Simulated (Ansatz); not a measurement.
A nudged elastic band was laid between two geometries of a periodic cell of 23 atoms, Si8O14F (host SiO2, host structure P4_2/mnm, dopant F, one O atom removed).

These are results of DFT PBE, scalar-relativistic, plane waves, PAW (Ansatz 0.2.0), not measurements. Settings: PAW set soft_1, cutoff 420 eV, k mesh 2x2x2, gaussian smearing 0.05 eV, spin collinear.

```
movable images  : 3
climbing image  : yes
spring          : 5.0 eV/Å²
optimiser       : quadratic models (default)
start path      : straight line
force threshold : 0.03 eV/Å
iteration limit : 80
end points      : relaxed
```

Initial state:

```xyz
23
Lattice="-4.1617 -4.1617 0.0000 4.1617 -4.1617 0.0000 0.0000 0.0000 5.3266" Properties=species:S:1:pos:R:3
Si 0.002 -4.158 0.006
Si 2.090 -2.071 1.343
O 1.279 -2.881 0.005
O 0.818 -0.789 1.372
O -1.256 -5.417 0.006
O 3.372 -3.342 1.372
Si 0.021 -4.139 2.669
Si 2.090 -2.071 3.994
O 1.274 -2.887 2.669
O 0.819 -0.789 3.965
O -1.254 -5.414 2.669
O 3.372 -3.342 3.965
Si -0.063 -0.061 0.005
Si -2.188 -2.186 1.309
O -2.947 -2.945 0.005
O 0.821 -4.964 1.346
O -1.317 -1.315 0.005
O -0.805 -3.339 1.346
Si 0.500 0.499 2.669
Si -2.187 -2.185 4.028
O 0.820 -4.964 3.992
F -1.369 -1.368 2.668
O -0.805 -3.339 3.992
```

Final state:

Only the atoms that move by more than 0.05 Å are listed.
```
Si13 0.071 0.071 0.000
Si14 -1.966 -1.966 1.304
O15 -2.836 -2.836 0.000
O17 -1.206 -1.206 0.000
Si19 -0.489 -0.489 2.663
Si20 -1.966 -1.966 4.023
F22 -2.785 -2.785 2.663
```

**Question.** Which bonds break or form, and what moves?

**Answer.** The atom that moves furthest is F22, by 2.00 Å.

**Question.** Give the energies along the band, and the barrier.

**Answer.** It converged. The highest image is number 2 of 0 to 4, 6.19 eV above the ends, which have the same energy within 2 meV. Neighbouring images differ by up to 3.3 eV, so the band resolves the path poorly. By the program's own check the climbing image is of a kind that is not told: the force calls were inconclusive, a negative curvature could not be distinguished from the path's own, the only one lies far off the path, or fixed occupations may fill a level only in part (lowest curvatures found: -20.28 and 0.41 eV/Å²). Limits of this set-up: coarse k mesh.

```
image  path coordinate (Å)  energy (eV)
    0                 0.00         0.00
    1                 0.82         3.27
    2                 1.63         6.19
    3                 2.42         2.95
    4                 3.20         0.00
```

**Question.** What is the geometry of the highest image?

**Answer.** 
```xyz
23
Lattice="-4.1617 -4.1617 0.0000 4.1617 -4.1617 0.0000 0.0000 0.0000 5.3266" Properties=species:S:1:pos:R:3
Si 0.006 -4.155 0.009
Si 2.088 -2.073 1.322
O 1.269 -2.894 0.018
O 0.817 -0.851 1.286
O -1.260 -5.419 -0.016
O 3.313 -3.342 1.286
Si 0.007 -4.154 2.677
Si 2.077 -2.084 4.004
O 1.273 -2.889 2.641
O 0.821 -0.833 4.018
O -1.267 -5.425 2.690
O 3.331 -3.338 4.018
Si 0.014 0.014 -0.008
Si -2.405 -2.405 1.184
O -2.899 -2.902 -0.261
O 0.767 -5.028 1.330
O -1.269 -1.265 0.295
O -0.865 -3.392 1.331
Si 0.089 0.088 2.626
Si -1.693 -1.693 4.132
O 0.877 -4.912 4.021
F -2.157 -2.156 2.714
O -0.749 -3.282 4.021
```

The run took 11 min on 2 threads of Arm Neoverse V1, with other jobs on the host, peak memory 1.1 GiB.
